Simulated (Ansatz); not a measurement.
**Ga2O3 (C2/m):Si_O, thermodynamic levels from a 120-atom cell**

Charge states of Si_O in Ga2O3 (C2/m), set against the band edges. Model: a cell of 120 host atoms with 1 O taken out and 1 Si put in.

Main program and level: Ansatz 0.2.0; place-levels on r2SCAN runs: charge-transition levels and formation energies with image-charge correction and potential alignment at the atomic sites; PAW set soft_1.

Experimental background.

“Theoretical and experimental investigation of optical absorption anisotropy in beta-Ga2O3” (2015, arxiv:1511.02601) reports for Ga2O3, monoclinic beta, by polarised optical absorption, Tauc extrapolation (nominally undoped (010) EFG wafer, 0.65 mm thick, 300 K): band gap (optical absorption edge, E parallel to c) 4.54 eV [Absorption onset of a 0.65 mm thick n-type wafer at room temperature, not a fitted …].

Most raw output is cut from this account.

In doubt: warnings of the run leave room for a lower electronic state (in some of the runs), so energies may not be the lowest and differences between runs may mislead.

### 1. The structure

The cell holds 120 atoms: 48 Ga, 71 O and 1 Si. Its edges and angles: a = 12.253 Å, b = 9.117 Å, c = 11.616 Å, α = 90.0°, β = 103.8°, γ = 90.0°. It derives from Ga2O3 (space group C2/m). Nearest the centre at fractional (0.504, 0.667, 0.372): Si90 at 0.00 Å, Ga48 at 1.84 Å, Ga88 at 1.84 Å, Ga81 at 1.94 Å, O91 at 2.81 Å, O59 at 2.85 Å, O99 at 2.85 Å, O53 at 2.89 Å.

The host's dielectric constants go in as inputs: (4.07, 4.18, 4.18) for the electrons alone, principal values (10.78, 10.83, 13.86) with the ions, computed on the host (DFPT, PBEsol, on the r2SCAN cell), and a cell off the functional's own equilibrium shifts the ionic part.

The cell's shortest repeat is 9.1 Å.

### 2. What was run first

Levels follow from differences of total energies between charge states, each relaxed by itself.

Each atom starts 0.05 Å or so off its site in a random direction: a symmetric start keeps its symmetry, and would miss off-centre moves and Jahn–Teller distortions. Forces are taken at one point at (¼, ¼, ¼). The cell holds 2 electrons more than the neutral one, with a uniform background that keeps it neutral on the whole.

The sampling was tested on the host first: at the k-points planned (1x1x1 shifted 0.25 0.25 0.25) its energy lies 0.000 eV an atom from the dense-mesh value, under the bound of 0.02 eV set for this test; that bounds the host's error, not the defect's.

One of the inputs; charge, spin and start change from state to state.

The input, qm2.relax/input.yaml:

```yaml
crystal:
  lattice:
    - [12.25319083, 0.0, -0.00523009]
    - [0.0, 3.03896096, 0.0]
    - [-1.38346229, 0.0, 5.64095242]
  atoms:
    - { symbol: Ga, position: [0.34129147, 0.0, 0.68554557] }
    - { symbol: Ga, position: [0.84129147, 0.5, 0.68554557] }
    - { symbol: Ga, position: [0.15870853, 0.5, 0.31445443] }
    - { symbol: Ga, position: [0.65870853, 0.0, 0.31445443] }
    - { symbol: Ga, position: [0.4094761, 0.5, 0.2051927] }
    - { symbol: Ga, position: [0.9094761, 0.0, 0.2051927] }
    - { symbol: Ga, position: [0.0905239, 0.0, 0.7948073] }
    - { symbol: Ga, position: [0.5905239, 0.5, 0.7948073] }
    - { symbol: O, position: [0.003746, 0.5, 0.74380369] }
    - { symbol: O, position: [0.503746, 0.0, 0.74380369] }
    - { symbol: O, position: [0.496254, 0.0, 0.25619631] }
    - { symbol: O, position: [0.996254, 0.5, 0.25619631] }
    - { symbol: O, position: [0.32666853, 0.5, 0.43647625] }
    - { symbol: O, position: [0.82666853, 0.0, 0.43647625] }
    - { symbol: O, position: [0.17333147, 0.0, 0.56352375] }
    - { symbol: O, position: [0.67333147, 0.5, 0.56352375] }
    - { symbol: O, position: [0.16419004, 0.0, 0.10911846] }
    - { symbol: O, position: [0.66419004, 0.5, 0.10911846] }
    - { symbol: O, position: [0.33580996, 0.5, 0.89088154] }
    - { symbol: O, position: [0.83580996, 0.0, 0.89088154] }
  supercell: [1, 3, 2]
  defects: [{ substitution: { at: 89, symbol: Si } }]
total_charge: -2
basis:
  ecutwfc: 500
  xc_grid: 2
hamiltonian:
  xc: r2scan
  pseudopotentials: { kind: paw, azcp: { folder: soft_1 } }
kpoints:
  mp_grid: { grid: [1, 1, 1], shift: [0.25, 0.25, 0.25] }
scf:
  occupations: { method: fixed }
  max_iter: 80
output:
  forces: true
  charged_corrections:
    epsilon: [4.07, 4.18, 4.18]
    static_epsilon: [[11.02, 0.0, -0.83], [0.0, 10.83, 0.0], [-0.83, 0.0, 13.62]]
relax:
  f_tol: 0.02
  max_steps: 80
  random_displacement: { amplitude: 0.05, seed: 3579 }
checkpoint:
  write: "../qm2.relax.run"
  compress: false
  write_wavefunctions: true
  write_every: 100000
```

Run with:

```
$ ansatz run input.yaml --threads 32 --pin off --max-ram 56524MiB --backend cuda --events-out ev --progress --plain --runs-dir out --max-vram 78GiB
```

Defect states can disperse in a cell of this size, so the energy is taken again at a 2×2×2 shifted mesh, on the relaxed structure.

The run of this state that the levels use, under r2SCAN:

The input, qm2.point/input.yaml:

```yaml
crystal:
  checkpoint: "../qm2.relax.run"
  host: checkpoint
total_charge: -2
basis:
  ecutwfc: 500
  xc_grid: 2
hamiltonian:
  xc: r2scan
  pseudopotentials: { kind: paw, azcp: { folder: soft_1 } }
kpoints:
  mp_grid: { grid: [2, 2, 2], shift: [0.5, 0.5, 0.5] }
scf:
  occupations: { method: fermi_dirac, width: 0.01 }
  max_iter: 80
output:
  forces: true
  eigenvalues: true
  charged_corrections:
    epsilon: [4.07, 4.18, 4.18]
    static_epsilon: [[11.02, 0.0, -0.83], [0.0, 10.83, 0.0], [-0.83, 0.0, 13.62]]
    defect_position: [0.503746, 0.666667, 0.371902]
  eigenstates: { localisation: true }
  populations: true
checkpoint:
  read: "../qm2.relax.run"
  write: "../qm2.point.run"
  compress: false
  write_wavefunctions: false
  write_every: 100000
```

Relaxations under r2SCAN at one point at (¼, ¼, ¼); times on 1 × NVIDIA GB200 with 32 threads of Arm Neoverse V2, shared host:

```
charge  moment (μB)  occupations    outcome  steps  largest displacement against the far atoms (Å)  time
    −2            0        fixed  converged     12                                            0.66  16 s
    −1            1        fixed  converged     11                                            0.59  27 s
     0            0        fixed  converged     10                                            0.67  16 s
     0            2        fixed  converged     18                                            0.74  40 s
    −2            2        fixed  converged      8                                            0.58  23 s
```

Single points under r2SCAN at a 2×2×2 shifted mesh; times on 1 × NVIDIA GB200 with 32 threads of Arm Neoverse V2, shared host:

```
charge  moment (μB)  occupations    outcome   time
    −2            0  fermi-dirac  converged  7.4 s
    −1            1  fermi-dirac  converged   20 s
     0            0  fermi-dirac  converged  8.4 s
     0            2  fermi-dirac  converged   20 s
    −2            2  fermi-dirac  converged   20 s
```

Distances (Å) from Si90 to the nearest atoms after relaxation with r2SCAN:

```
charge  moment (μB)       1.       2.       3.       4.      5.      6.
    −2            0   O 1.79  Ga 2.21  Ga 2.22  Ga 2.22  O 2.70  O 2.71
    −2            2  Ga 2.20  Ga 2.20  Ga 2.20   O 2.51  O 2.73  O 2.73
    −1            1  Ga 2.19  Ga 2.20  Ga 2.20   O 2.48  O 2.72  O 2.73
     0            0   O 1.79  Ga 2.21  Ga 2.22  Ga 2.22  O 2.70  O 2.70
     0            2  Ga 2.21  Ga 2.32  Ga 2.33   O 2.36  O 2.55  O 2.56
```

### 3. Levels against the band edges, r2SCAN

A charged cell interacts with its images and the background, and its potential has another zero than the host's. place-levels removes the first by a point-charge model, screened by the static dielectric constant since the ions have relaxed around the charge, and the second by comparing potentials at atoms far from the defect.

The host is a run of the defect-free crystal in the same cutoffs, grids and k-points, so that basis and sampling errors cancel in part in the differences. Its band edges come from a run of the primitive cell that searches the zone for them. The host is run in a cell of 20 atoms on a matching mesh. Chemical potentials are energies per atom of O (O2 molecule) and Si (diamond), run with the same functional and cutoff.

The input, levels.point.yaml:

```yaml
host:
  run: host.point.run
  levels_from: { run: edges.point.run }
states: [qm2.point.run, qm1_M1.point.run, q0.point.run, q0_M2.point.run, qm2_M2.point.run]
geometry_from:
  qm2.point.run: qm2.relax.run
  qm1_M1.point.run: qm1_M1.relax.run
  q0.point.run: q0.relax.run
  q0_M2.point.run: q0_M2.relax.run
  qm2_M2.point.run: qm2_M2.relax.run
  host.point.run: host.relax.run
chemical_potentials:
  O:
    energy: -565.989614
    dataset: <sha256 of the dataset>
  Si:
    energy: -639.06578
    dataset: <sha256 of the dataset>
epsilon: [4.07, 4.18, 4.18]
static_epsilon:
  - [11.02, 0.0, -0.83]
  - [0.0, 10.83, 0.0]
  - [-0.83, 0.0, 13.62]
vertical:
  - { from: qm2.point.run, to: qm2.point_neutral.run }
  - { from: qm1_M1.point.run, to: qm1_M1.point_neutral.run }
  - { from: qm2_M2.point.run, to: qm2_M2.point_neutral.run }
```

Run with:

```
$ ansatz place-levels levels.point.yaml -- --threads 32 --pin off --max-ram 56524MiB --backend cuda --max-vram 78GiB
```

The job ended after 0.64 s (32 threads of Arm Neoverse V2, shared host).

Levels between the charges placed, in eV above the valence top:

```
        gap (eV)  (0/−1)  (−1/−2)
r2SCAN      3.04    4.33     3.04
```

Corrections by state:

```
charge  moment (μB)  image terms and alignment (eV)  band filling (eV)                                  ε used  over the lowest of its charge, as the program ranks them, band filling apart (eV)
     0          0.0                           0.000                  -                                       -                                                                              0.000
    −1          1.0                           0.023             -0.133  principal values (10.78, 10.83, 13.86)                                                                              0.000
    −2          0.0                           0.196             -0.762  principal values (10.78, 10.83, 13.86)                                                                              0.000
     0          2.0                           0.000                  -                                       -                                                                              2.080
    −2          2.0                           0.254                  -  principal values (10.78, 10.83, 13.86)                                                                              0.582
```

The charged structures listed were also run neutral, and place-levels reads from each pair, by the potential or the spins, how wide the charge is by which they differ; that can be the carrier of either run.

```
charge  rms radius (Å)  spread where it is widest against the cell (Å)  wide from (Å)  reading
    −1             1.8                                            1.43           1.95   narrow
    −2             6.7                                            3.45           1.58     wide
```

The neutral runs of these pairs need not share the spin of the lowest neutral state, and very wide values only mean spread over the cell.

From the program's caveats on the states, each cut to its opening words:

- charge −1 (1 μB): a band-filling correction moves a carrier to the host's band edge, which changes its energy by -0.133 eV
- charge −1 (1 μB), 0 (2 μB), −2 (2 μB): flagged: stability check not made
- charge −2: it parts from the run at its places by a charge that spreads by about 3.5 Å along one vector (1.6 Å or more is wide), by its potential at epsilon [4.07, 4.18, [...]
- charge −2: a band-filling correction moves a carrier to the host's band edge, which changes its energy by -0.762 eV
- charge −2: its alignment with the host at atomic sites is doubtful: the mean over the far sites moves by -0.0519 eV from their farther parts to their nearer, more than [...]
- charge 0 (2 μB): its moments are held at its close (magnetization.spin_locking), by a field of 0.091 eV a Bohr magneton, and its energy and levels are of the state that this [...]
- charge −2 (2 μB): it parts from the run at its places by a charge that spreads by about 2.7 Å along one vector (2 Å or more is wide), by its potential at epsilon [4.07, 4.18, [...]
- charge −2 (2 μB): its moments are held at its close (magnetization.spin_locking), by a field of 0.092 eV a Bohr magneton, and its energy and levels are of the state that this [...]

Formation energies (eV), elemental references (Δμ(O) = 0.00 eV, Δμ(Si) = 0.00 eV):

```
charge  Fermi level at the valence top  at the conduction bottom
     0                            7.43                      7.43
    −1                           11.76                      8.73
    −2                           14.80                      8.73
```

### 4. Effect of the sampling

The relaxations' own energies give the levels at their sampling, for comparison.

The input, levels.relax_mesh.yaml:

```yaml
host:
  run: host.relax.run
  levels_from: { run: edges.relax.run }
states: [qm2.relax.run, qm1_M1.relax.run, q0.relax.run, q0_M2.relax.run, qm2_M2.relax.run]
chemical_potentials:
  O:
    energy: -565.989614
    dataset: <sha256 of the dataset>
  Si:
    energy: -639.06578
    dataset: <sha256 of the dataset>
```

Run with:

```
$ ansatz place-levels levels.relax_mesh.yaml -- --threads 32 --pin off --max-ram 56524MiB --backend cuda --max-vram 78GiB
```

Run time: 0.23 s. Hardware: 32 threads.

Levels between neighbouring charges, in eV above the valence top:

```
                        gap (eV)  (0/−1)  (−1/−2)
one point at (¼, ¼, ¼)      3.04    4.33     3.04
  a 2×2×2 shifted mesh      3.04    4.33     3.04
```

Going from one point at (¼, ¼, ¼) to a 2×2×2 shifted mesh moves formation energies against the elements by up to 0.00 eV; band-filling terms, which differ between samplings, are in these energies.

### 5. What came out

- gap of the host: 3.04 eV (r2SCAN)
- level (0/minus 1): 4.33 eV above the valence top, past the conduction bottom, not a change between lowest states (4.47 eV above the valence top without the band-filling term)
- level (minus 1/minus 2): 3.04 eV above the valence top, at the conduction bottom, not a change between lowest states (3.66 eV above the valence top without the band-filling term)
- lowest of the charges placed, just above the valence top (0.02 eV): 0
- lowest of the charges placed, just below the conduction bottom (0.02 eV): 0
- lowest formation energy at mid-gap of the charges run, elemental references: 7.43 eV

What this shows: Of the charges placed (−2, −1 and 0), 0 is the lowest from 0.02 eV above the valence top to 0.02 eV below the conduction bottom, a gap of 3.04 eV. Charges above 0 were not placed, so these runs say nothing of levels that involve them. States placed: 0 at 0 μB and 2 μB; −1 at 1 μB; −2 at 0 μB and 2 μB. Other spin states or structures, where not listed, weren't placed. The program finds carriers beyond a band edge of the host and adds a band-filling term at charge −2 (-0.76 eV) and −1 (-0.13 eV); steps to such a charge show no bound level, and a defect level inside a band would be read the same way. Si is taken at its element; compounds, which aren't counted here, bound the chemical potentials and would shift these formation energies. Going from one point at (¼, ¼, ¼) to a 2×2×2 shifted mesh moves formation energies against the elements by up to 0.00 eV; band-filling terms, which differ between samplings, are in these energies. The program doubts the alignment of potentials for at least one state, a sign that the cell is small. Keep in mind: r2SCAN makes the gap too small and tends to spread out bound carriers; where a gas molecule sets a chemical potential or the host's formation energy, its binding is uncorrected.

Calculation against experiment:

| quantity | measured | r2SCAN |
| --- | --- | --- |
| band gap (least gap of the host; the measured gap is an optical one, which needn't be the least gap) (eV) | 4.54 | 3.04 (-1.50 eV) |

Measured values from arxiv:1511.02601 (2015).

**Verdict.** The band gap is off by -1.50 eV. Local and semilocal functionals usually give gaps below the measured ones. An optical gap can lie under the band gap by the exciton's binding. Zero-point and thermal motion shift the measured gap.

[Logs are printed without paths, hosts, clocks, repeated set-up lines and the standing remarks that a program may print on its own settings, such as how far it seeks lower states.]

[Hosts, paths, dates, database ids (printed as entryN), source tags and the programs' standing remarks are cut or masked in the printed files.]

[Where a table of states has a column of steps, it counts the stored structures, which are thinned; the runs took as many ionic steps or more.]

[A defect's name tells the site on which it was built; relaxed atoms can leave that site.]

[For some hosts the program warned that the k-mesh of the response run may be too coarse for force constants and the static dielectric constant; such warnings are not shown here.]
